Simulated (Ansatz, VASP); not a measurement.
## LiF in VASP and in Ansatz

INCAR

```
PREC     = Accurate       # precision mode
ENCUT    = 520            # plane-wave cutoff, eV
EDIFF    = 1E-7           # SCF threshold, eV
ISMEAR   = -1             # smearing method
SIGMA    = 0.02           # smearing width, eV
LREAL    = F              # projectors in reciprocal space
LASPH    = T              # aspherical terms in the spheres
NELM     = 100            # most SCF steps
ALGO     = Normal         # electronic algorithm
ISIF     = 2              # what is computed and relaxed
LWAVE    = F              # write WAVECAR
LCHARG   = F              # write CHGCAR
GGA      = PE             # functional
NBANDS   = 12             # bands
```

Contents of KPOINTS:

```
regular mesh
0
Gamma
  10 10 10
```

File POSCAR:

```
LiF
1.0
    0.0000000000      1.9948717717      1.9948717717
    1.9948717717      0.0000000000      1.9948717717
    1.9948717717      1.9948717717      0.0000000000
Li F
1 1
Direct
    0.0000000000      0.0000000000      0.0000000000
    0.5000000000      0.5000000000      0.5000000000
```

Input for Ansatz:

```yaml
crystal:
  lattice:
    - [0.0, 1.9948717717, 1.9948717717]
    - [1.9948717717, 0.0, 1.9948717717]
    - [1.9948717717, 1.9948717717, 0.0]
  atoms:
    - { symbol: Li, position: [0.0, 0.0, 0.0] }
    - { symbol: F, position: [0.5, 0.5, 0.5] }
kpoints:
  mp_grid: { grid: [10, 10, 10] }
  band_path:
    path:
      - [[0.0, 0.0, 0.0], [0.5, 1.835856670413e-35, 0.5], [0.625, 0.25, 0.625]]
      - [[0.375, 0.375, 0.75], [0.0, 0.0, 0.0], [0.5, 0.5, 0.5], [0.5, 0.25, 0.75], [0.5, 1.835856670413e-35, 0.5]]
    npoints: 10
hamiltonian:
  xc: pbe
scf:
  occupations: { method: fermi_dirac, width: 0.02 }
  n_extra_bands: 4
output:
  forces: true
  stress: true
  eigenvalues: true
```

The cell was built by a generator and needn't be a form met in nature.

Alike in both runs: task single point; functional PBE; k mesh 10 × 10 × 10; occupations fermi-dirac, width 0.02 eV; no spin polarisation.

|  | VASP | Ansatz |
| --- | --- | --- |
| version | VASP 6.6.1 | Ansatz 0.2.0 |
| potentials or method | VASP PAW PBE potentials, release 64 (Li_sv, F) | plane waves, PAW |
| plane-wave cutoff (eV) | 520 | 420 |
| valence electrons in the cell | 10 | 10 |

```csv
,VASP,Ansatz,Ansatz less VASP
gap on the k mesh at the Fermi level (eV),9.35,9.35,-0.004
```

 A k mesh can miss the band edges. As with any semilocal functional, this PBE gap is likely too small.
